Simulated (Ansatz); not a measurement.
# InSe: properties at the relaxed cell

An exercise on one series of results from a longer session: the logs are not shown, and one member is left open.

The COD entry's cell or inner coordinates are ideal or old and differ from later refinements, so a difference from it is no clean test against experiment.

Computed with Ansatz 0.2.0 (DFT PBE+D3(BJ), scalar-relativistic, plane waves, PAW, unless a step's input says otherwise).

1 further run of the same task is left out (set aside as unsound or not needed).

## The starting structure

Symmetry: R3m, No. 160, trigonal system. Conventional cell: a = 4.037 Å, b = 4.037 Å, c = 24.908 Å, α = 90.00°, β = 90.00°, γ = 120.00°. In (site symmetry 3m) has 3 Se at 2.66 Å and 1 In at 2.79 Å as nearest neighbours. Se (site symmetry 3m) is surrounded by 3 In at 2.66 Å.

As a file:

```cif
data_structure
_symmetry_space_group_name_H-M 'P 1'
_symmetry_Int_Tables_number 1
_cell_length_a 8.6237
_cell_length_b 8.6237
_cell_length_c 8.6237
_cell_angle_alpha 27.073
_cell_angle_beta 27.073
_cell_angle_gamma 27.073
_cell_volume 117.18
loop_
_atom_site_label
_atom_site_type_symbol
_atom_site_fract_x
_atom_site_fract_y
_atom_site_fract_z
_atom_site_occupancy
In1 In 0.99961 0.99961 0.99961 1
In2 In 0.11176 0.11176 0.11176 1
Se1 Se 0.61472 0.61472 0.61472 1
Se2 Se 0.82990 0.82990 0.82990 1
```

This cell was relaxed beforehand with the same method: volume 29.30 Å³/atom, gap on the mesh 0.30 eV.

Set-up of the first run:

File input.yaml:

```yaml
crystal:
  lattice:
    - [2.0184887238, 1.1653750081, 8.3027172717]
    - [-2.0184887238, 1.1653750081, 8.3027172717]
    - [0.0, -2.3307500161, 8.3027172717]
  atoms:
    - { symbol: In, position: [-0.0003856653, -0.0003856653, -0.0003856653] }
    - { symbol: In, position: [0.1117587351, 0.1117587351, 0.1117587351] }
    - { symbol: Se, position: [0.6147242529, 0.6147242529, 0.6147242529] }
    - { symbol: Se, position: [0.8299026773, 0.8299026773, 0.8299026773] }
basis:
  ecutwfc: 420
kpoints:
  mp_grid: { grid: [12, 12, 12] }
  band_path:
    path:
      - [[0.0, 0.0, 0.0], [-0.5, -0.5, -0.5], [-0.5, -0.17980075, -0.82019925]]
      - [[-0.17980075, 0.17980075, -0.5], [0.0, 0.0, -0.5], [0.0, 0.0, 0.0], [0.0, 0.33990037, -0.33990037]]
      - [[-0.33990037, 0.0, -0.66009963], [-0.5, 0.0, -0.5], [0.0, 0.0, 0.0]]
    npoints: 14
hamiltonian:
  xc: pbe
  dispersion: d3bj
scf:
  occupations: { method: gaussian, width: 0.02 }
  n_extra_bands: 10
output:
  forces: true
  stress: true
  eigenvalues: true
  populations: true
  dos: { projected: true, de: 0.02, nscf_kmesh: { grid: [18, 18, 18] } }
  bader: true
  write_density: true
  write_potential: true
  elf: true
  volumetric_format: npy
```

Command:

```console
> ansatz run input.yaml --threads 4 --pin off --max-ram 10240MiB --backend cpu --events-out ev --progress --plain --runs-dir out
```

Steps of the session up to this table: Electronic structure at the relaxed geometry; Relaxing with PBEsol; Relaxing with LDA; Relaxing with PBE.

One of the session's tables, all rows but one given; the rest of the session is left out.

| functional | a (Å) | b (Å) | c (Å) | volume (Å³/atom) | gap on the mesh (eV) |
| --- | --- | --- | --- | --- | --- |
| PBE+D3(BJ) | 8.624 | 8.624 | 8.624 | 29.30 | 0.30 |
| PBEsol | 8.730 | 8.730 | 8.730 | 29.29 | 0.36 |
| LDA | 8.448 | 8.448 | 8.448 | 27.79 | 0.20 |
| PBE | ? | ? | ? | ? | ? |

**Question.** Estimate the row for PBE.

The run gave: a (Å): 9.499; b (Å): 9.499; c (Å): 9.499; volume (Å³/atom): 33.30; gap on the mesh (eV): 0.70. In the column «a (Å)» it is the highest.

To keep in mind: It is a Kohn-Sham gap, without temperature or zero-point motion.
